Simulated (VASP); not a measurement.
Wanted: the native input for a VASP 6.6.1 run.

```
Task                   : single point
Functional             : PBE
Potentials or basis    : VASP PAW PBE potentials, release 64 (Mg, Te)
Cutoff                 : 520 eV
k mesh                 : 9 × 9 × 4
Occupations            : gaussian, width 0.05 eV
Spin                   : no spin polarisation
Dipole correction      : no
Further INCAR settings : ALGO = Normal; EDIFF = 1e-06; NBANDS = 16
```

The structure of MgTe lies in POSCAR:

```
MgTe
1.0
    4.6090978087      0.0000000000      0.0000000000
   -2.3045489044      3.9915957909      0.0000000000
    0.0000000000      0.0000000000      7.4981942087
Mg Te
2 2
Direct
    0.3333333333      0.6666666667      0.9967374819
    0.6666666667      0.3333333333      0.4967374819
    0.3333333333      0.6666666667      0.3732625181
    0.6666666667      0.3333333333      0.8732625181
```

The input as run:

INCAR

```
SYSTEM = MgTe
PREC = Accurate ; ENCUT = 520
EDIFF = 1E-6 ; ISMEAR = 0
SIGMA = 0.05 ; LREAL = .False.
LASPH = .True. ; NELM = 100
ALGO = Normal ; ISIF = 2
LWAVE = .False. ; LCHARG = .False.
GGA = PE ; NBANDS = 16
```

KPOINTS

```
Automatic mesh
0
Gamma
  9 9 4
  0 0 0
```

Potentials or basis: VASP PAW PBE potentials, release 64 (Mg, Te).

The run is started by

```sh
$ cat potpaw_PBE.64/Mg/POTCAR potpaw_PBE.64/Te/POTCAR > POTCAR
$ mpirun -np 1 vasp_std > vasp.out
```

It gave:

```yaml
Pressure: 0.0 GPa
Band_gap_on_the_k_mesh: 2.36 eV, direct
```

Caveat: spin-orbit coupling is left out, which moves the levels of the heavy elements.

It took 55 s on 1 thread of Intel(R) Xeon(R) Platinum 8488C (Sapphire Rapids), with other jobs on the host, peak memory 0.28 GiB.
